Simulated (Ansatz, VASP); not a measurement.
## HfO2 in two plane-wave programs

Aim: how closely do two programs agree when they are given the same cell, functional and k mesh? The structure shown is the end of the Ansatz relaxation below.

Program: Ansatz 0.2.0. Level of theory: plane waves, with VASP 6.6.1 beside it; single point at PBEsol. Results are calculated unless marked as measured.

**1. The structure**

It takes space group Pca2_1 (No. 29, orthorhombic). The conventional cell has a = 5.262 Å, b = 5.053 Å, c = 4.891 Å, α = 90.00°, β = 90.00°, γ = 90.00°. Hf has 7 O at 2.03 to 2.22 Å nearest. O has 3 Hf at 2.03 to 2.13 Å nearest. O has 4 Hf at 2.11 to 2.22 Å nearest. Farther neighbours and most contacts between anions are not listed.

As a file:

```cif
data_structure
_symmetry_space_group_name_H-M 'P 1'
_symmetry_Int_Tables_number 1
_cell_length_a 5.2616
_cell_length_b 5.0534
_cell_length_c 4.8910
_cell_angle_alpha 90.000
_cell_angle_beta 90.000
_cell_angle_gamma 90.000
_cell_volume 130.05
loop_
_atom_site_label
_atom_site_type_symbol
_atom_site_fract_x
_atom_site_fract_y
_atom_site_fract_z
_atom_site_occupancy
Hf1 Hf 0.96737 0.73242 0.75685 1
Hf2 Hf 0.03263 0.26758 0.25685 1
Hf3 Hf 0.46737 0.26758 0.75685 1
Hf4 Hf 0.53263 0.73242 0.25685 1
O5 O 0.62685 0.92242 0.88197 1
O6 O 0.37315 0.07758 0.38197 1
O7 O 0.12685 0.07758 0.88197 1
O8 O 0.87315 0.92242 0.38197 1
O9 O 0.76415 0.45858 0.00518 1
O10 O 0.23585 0.54142 0.50518 1
O11 O 0.26415 0.54142 0.00518 1
O12 O 0.73585 0.45858 0.50518 1
```

**2. Ansatz: relaxation, PBEsol**

Ansatz runs on its PAW soft_1 files.

This run makes the geometry at which the two programs are then compared.

Input file input.yaml:

```yaml
crystal:
  lattice:
    - [5.2678437175, 0.0, 0.0]
    - [0.0, 5.0554526425, 0.0]
    - [0.0, 0.0, 4.8909825]
  atoms:
    - { symbol: Hf, position: [0.9671098, 0.7324279, 0.7526446] }
    - { symbol: Hf, position: [0.0328902, 0.2675721, 0.2526446] }
    - { symbol: Hf, position: [0.4671098, 0.2675721, 0.7526446] }
    - { symbol: Hf, position: [0.5328902, 0.7324279, 0.2526446] }
    - { symbol: O, position: [0.6319774, 0.9282763, 0.8902418] }
    - { symbol: O, position: [0.3680226, 0.0717237, 0.3902418] }
    - { symbol: O, position: [0.1319774, 0.0717237, 0.8902418] }
    - { symbol: O, position: [0.8680226, 0.9282763, 0.3902418] }
    - { symbol: O, position: [0.7659856, 0.4596735, 0.0011137] }
    - { symbol: O, position: [0.2340144, 0.5403265, 0.5011137] }
    - { symbol: O, position: [0.2659856, 0.5403265, 0.0011137] }
    - { symbol: O, position: [0.7340144, 0.4596735, 0.5011137] }
kpoints:
  mp_grid: { grid: [5, 6, 6] }
scf:
  occupations: { method: fermi_dirac, width: 0.02 }
hamiltonian:
  xc: pbesol
  pseudopotentials: { kind: paw, azcp: { folder: soft_1 }, xc_functional: pbe }
basis:
  ecutwfc: 600
output:
  forces: true
  stress: true
relax:
  f_tol: 0.005
  max_steps: 70
  cell: { stress_tol: 0.02, p_target: 0, fix: [c, alpha, beta, gamma] }
```

Run with:

```sh
> ansatz run input.yaml --threads 4 --pin off --max-ram 10240MiB --backend cpu --events-out ev --progress --plain --runs-dir out
```

Numbers of over 12 decimals in the logs are rounded to 6 here.

The log of the run:

```text
Engine: ansatz 0.2.0, x86_64-unknown-linux-gnu
Pseudopotentials: kind: paw
Pseudopotential: Hf, paw, valence charge 26, recommended cutoff 420 eV (normal), soft_1/Hf.paw.azcp
Pseudopotential: O, paw, valence charge 6, recommended cutoff 420 eV (normal), soft_1/O.paw.azcp
Functional definition: PBEsol
  exchange = pbesol_x
  correlation = pbesol_c
Crystal: 12 atoms, lattice volume = 130.253 Å³
Basis set: ecut = 600 eV, 4363 PW (Γ), exchange–correlation on 90×90×80 points (8 copies of the dense FFT grid, shifted against one another)
Bands: 92, of which v1, the nominal top of the filled ones, is band 76 counted from 1 (75 counted from 0)
Symmetry: 4 space group operations
Space group: Pca21 (ITA 29), of the structure as read, at distance tolerance 5.1e-5 Å
k-points: 48 of 180 (time reversal used)
Non-local potential: Hf, projectors of the file, l = 0: 3, l = 1: 2, l = 2: 2, l = 3: 3
Non-local potential: O, projectors of the file, l = 0: 2, l = 1: 2, l = 2: 1
PAW form: soft (Blöchl's): semilocal exchange-correlation on the pseudo side does not see the compensation charge
PAW frozen core: Hf, regenerated for the run's functional, and the local potential with it (the file was generated under x = pbe(κ = 0.804, μ = 0.219515), c = pbe(β = 0.066725))
PAW frozen core: O, regenerated for the run's functional, and the local potential with it (the file was generated under x = pbe(κ = 0.804, μ = 0.219515), c = pbe(β = 0.066725))
PAW one-centre angular grid: Hf, 590 points (default); XC on 64 Gauss nodes
PAW one-centre angular grid: O, 110 points (default); XC on 64 Gauss nodes
Initial density: superposition of atomic densities (chi_scale 0.1, normalization cell, long waves kept (reshape's long-wave potential 0.01 eV rms))
Initial wavefunctions: pseudopotential atomic-orbital guess
Functional: x = pbesol(κ = 0.804, μ = 0.123457), c = pbesol(β = 0.046)
SCF iter   1: F=—  HF=-66906.643979 eV  |F-HF|=—  |Δ(HF+E_count)|=         —  Δρ=9.37e-2  dr2=8.90e0  ethr=3.10e-3  ⟨swp⟩=5.9  Hψ=13292  notcnv=0  defer=137
preconditioner: auto → Resta (q_TF=auto, 2.799 Å⁻¹)  ε∞=5.1  [insulator: Δε(μ)=3.410 eV  Ē_g=19.261 eV  σ=0.020 eV  W_gap=1.00  n_scr=48 (ndim 8)  ℏωp=39.0 eV  f_vac=0.000  D(μ)=0.00/eV (n_scr^D=0)  ε∞_Penn≈5.1]
SCF iter   2: F=—  HF=-66904.624404 eV  |F-HF|=—  |Δ(HF+E_count)|=    2.02e0  Δρ=4.30e-2  dr2=2.07e0  ethr=3.10e-3  ⟨swp⟩=2.7  Hψ=8980  notcnv=0  defer=469
SCF iter   3: F=—  HF=-66904.060080 eV  |F-HF|=—  |Δ(HF+E_count)|=   5.64e-1  Δρ=2.23e-2  dr2=5.92e-1  ethr=1.36e-3  ⟨swp⟩=2.0  Hψ=7029  notcnv=0  defer=469
SCF iter   4: F=—  HF=-66903.894927 eV  |F-HF|=—  |Δ(HF+E_count)|=   1.65e-1  Δρ=8.36e-3  dr2=5.56e-2  ethr=3.89e-4  ⟨swp⟩=3.0  Hψ=8144  notcnv=0  defer=469
SCF iter   5: F=—  HF=-66903.927652 eV  |F-HF|=—  |Δ(HF+E_count)|=   3.27e-2  Δρ=3.46e-3  dr2=1.79e-2  ethr=3.66e-5  ⟨swp⟩=2.0  Hψ=7156  notcnv=0  defer=472
SCF iter   6: F=—  HF=-66903.918711 eV  |F-HF|=—  |Δ(HF+E_count)|=   8.94e-3  Δρ=8.49e-4  dr2=7.59e-4  ethr=1.18e-5  ⟨swp⟩=2.0  Hψ=7954  notcnv=0  defer=474
SCF iter   7: F=—  HF=-66903.919901 eV  |F-HF|=—  |Δ(HF+E_count)|=   1.19e-3  Δρ=4.96e-4  dr2=2.32e-4  ethr=4.99e-7  ⟨swp⟩=2.0  Hψ=7614  notcnv=0  defer=474
SCF iter   8: F=—  HF=-66903.919920 eV  |F-HF|=—  |Δ(HF+E_count)|=   1.88e-5  Δρ=2.92e-4  dr2=8.70e-5  ethr=1.52e-7  ⟨swp⟩=2.0  Hψ=7609  notcnv=0  defer=474
SCF iter   9: F=—  HF=-66903.919811 eV  |F-HF|=—  |Δ(HF+E_count)|=   1.09e-4  Δρ=4.85e-5  dr2=2.02e-6  ethr=5.72e-8  ⟨swp⟩=2.0  Hψ=7059  notcnv=0  defer=474
SCF iter  10: F=-66903.919813 eV  HF=-66903.919812 eV  |F-HF|=3.95e-8  |Δ(HF+E_count)|=   1.39e-6  Δρ=7.59e-6  dr2=6.54e-8  ethr=6.58e-11  ⟨swp⟩=3.0  Hψ=17960  notcnv=0
SCF 1 converged in 10 iterations: F = -66903.919813 eV  dr2 = 6.54e-8
  greatest PAW one-centre occupation: 0.999 electrons in one spin orbital (limit 2), on the Hf atom at site 1 (counted from 0), in its partial waves of l = 3
relax step   1: F+E_penalty+E_count = -66903.91981250 eV  Δ(F+E_penalty+E_count) = +0.000e0 eV  max|allowed force component| = 1.493e-1 eV/Å  Δτ_max = 0.0000 Å  P = +3.837 GPa  Ω = 130.253 Å³  fix = [c, alpha, beta, gamma]  reactions: c +11.324 GPa  (10 SCF iters, dr2 threshold 1.00e-7 eV, accepted)
[...]
relax step   4: F+E_penalty+E_count = -66903.93591873 eV  Δ(F+E_penalty+E_count) = -2.447e-3 eV  max|allowed force component| = 5.894e-2 eV/Å  Δτ_max = 0.0285 Å  P = +3.340 GPa  Ω = 129.931 Å³  energy of the carried Pulay correction = +4.973e-5 eV  fix = [c, alpha, beta, gamma]  reactions: c +9.566 GPa  (7 SCF iters, dr2 threshold 2.77e-7 eV, accepted)
[...]
relax step   5: F+E_penalty+E_count = -66903.93649339 eV  Δ(F+E_penalty+E_count) = -5.747e-4 eV  max|allowed force component| = 1.049e-1 eV/Å  Δτ_max = 0.0062 Å  P = +2.978 GPa  Ω = 130.092 Å³  energy of the carried Pulay correction = +2.481e-5 eV  fix = [c, alpha, beta, gamma]  reactions: c +9.359 GPa  (6 SCF iters, dr2 threshold 1.20e-6 eV, accepted)
[...]
relax step   6: F+E_penalty+E_count = -66903.93746364 eV  Δ(F+E_penalty+E_count) = -9.703e-4 eV  max|allowed force component| = 2.245e-3 eV/Å  Δτ_max = 0.0033 Å  P = +3.174 GPa  Ω = 130.047 Å³  energy of the carried Pulay correction = +3.175e-5 eV  fix = [c, alpha, beta, gamma]  reactions: c +9.511 GPa  (6 SCF iters, dr2 threshold 7.59e-7 eV, accepted)
[...]
relax step   7: F+E_penalty+E_count = -66903.93743291 eV  Δ(F+E_penalty+E_count) = +3.073e-5 eV  max|allowed force component| = 2.215e-3 eV/Å  Δτ_max = 0.0000 Å  P = +3.175 GPa  Ω = 130.047 Å³  fix = [c, alpha, beta, gamma]  reactions: c +9.511 GPa  stress off target by 1.88e-2 GPa on what of the cell is left free  SCF on the basis re-selected at this cell (its energy is not comparable with the rows above)  (7 SCF iters)
basis re-selected at this cell: Δ(F+E_penalty+E_count) = +3.073e-5 eV, ΔP = +0.000 GPa vs the last step (what re-selecting the basis moved, of the pressure what is left beyond the Pulay correction that the steps carried, after the strain that the cell walked since its last selection, with what the two solves' SCF thresholds leave and, on support functions, any second-order correction that the steps lacked; it is no m [...]
SCF converged after 7 iterations
Free energy (F): -66903.937433 eV
Harris-Foulkes:  -66903.937433 eV  (|F-HF|=0.00e0)
Internal energy: -66903.937433 eV  (E = F + TS)
E sigma→0 (E₀):  -66903.937433 eV
Fermi energy:    16.253390 eV
--- Per-component energies (eV) ---
  E_band       = 4.178671
  E_kinetic    = 2974.806061
  E_local      = -28178.891421  (includes V_loc(G=0)·N_el)
  E_nonlocal   = 708.487232
  E_hartree    = 13431.924259
  E_xc         = -1624.892044
  E_vxc        = -1745.924529  (∫ρ·V_xc dr)
  E_paw        = -31575.465445  (= ΣΔE_a)
  E_vpaw       = -618.148908  (= ΣTr[D̂ρ^β])
  E_aug_tail   = 0.001665  (compensation charges beyond the density's cutoff)
  E_ewald      = -22645.194269
  E_core_change = 5.286528  (= ΣΔE_core)
  E_smearing   = -0.000000  (= −TS)
  E_closure    = -0.000000  (closes the sum)
  Σ components = -66903.937433   (vs F -66903.937433, Δ=0.00e0)
--- Forces (eV/Å), atoms counted from 1 ---
  atom   1  Hf     0.00221516    -0.00220382    -0.00078737
  atom   2  Hf    -0.00221516     0.00220382    -0.00078737
  atom   3  Hf     0.00221516     0.00220382    -0.00078737
  atom   4  Hf    -0.00221516    -0.00220382    -0.00078737
  atom   5  O     -0.00064242    -0.00166824     0.00141571
  atom   6  O      0.00064242     0.00166824     0.00141571
  atom   7  O     -0.00064242     0.00166824     0.00141571
  atom   8  O      0.00064242    -0.00166824     0.00141571
  atom   9  O      0.00032657    -0.00046613    -0.00062924
  atom  10  O     -0.00032657     0.00046613    -0.00062924
  atom  11  O      0.00032657     0.00046613    -0.00062924
  atom  12  O     -0.00032657    -0.00046613    -0.00062924
  max |Σ_I F_I| component: 3.60e-6 eV/Å
--- Stress (GPa, compression-positive) ---
        0.018774       0.000000       0.000000
        0.000000      -0.006095       0.000000
        0.000000       0.000000       9.510890
  P = ⅓ Tr σ = 3.1745 GPa (31.745 kbar)
--- Relaxed structure (6 steps of the walk, 6 accepted, 1 SCFs on fresh bases) ---
  F+E_penalty+E_count = -66903.93743291 eV   max|allowed force component| = 2.215e-3 eV/Å   (the final SCF, on the basis selected at the relaxed cell)
  cell:  # Å, volume = 130.0473 Å³
    - [5.261638, 0.0, 0.0]
    - [0.0, 5.053407, 0.0]
    - [0.0, 0.0, 4.8909825]
  atoms:
    - { symbol: Hf, position: [0.967366, 0.732422, 0.756846] }
    - { symbol: Hf, position: [0.032634, 0.267578, 0.256846] }
    - { symbol: Hf, position: [0.467366, 0.267578, 0.756846] }
    - { symbol: Hf, position: [0.532634, 0.732422, 0.256846] }
    - { symbol: O, position: [0.626850, 0.922420, 0.881974] }
    - { symbol: O, position: [0.373150, 0.077580, 0.381974] }
    - { symbol: O, position: [0.126850, 0.077580, 0.881974] }
    - { symbol: O, position: [0.873150, 0.922420, 0.381974] }
    - { symbol: O, position: [0.764153, 0.458578, 0.00517983] }
    - { symbol: O, position: [0.235847, 0.541422, 0.505180] }
    - { symbol: O, position: [0.264153, 0.541422, 0.00517983] }
    - { symbol: O, position: [0.735847, 0.458578, 0.505180] }
```

The column dr2 measures how far the density is from self-consistency, as an energy; F and HF (Harris–Foulkes) agree once it is small.

[end of part 1 of 3]

[Lines on the potential files, build, host, timing and source positions are cut from VASP's logs without a mark.]

[Logs are printed without paths, hosts, clocks, repeated set-up lines and the standing remarks that a program may print on its own settings, such as how far it seeks lower states.]

[Hosts, paths, dates, database ids (printed as entryN), source tags and the programs' standing remarks are cut or masked in the printed files.]
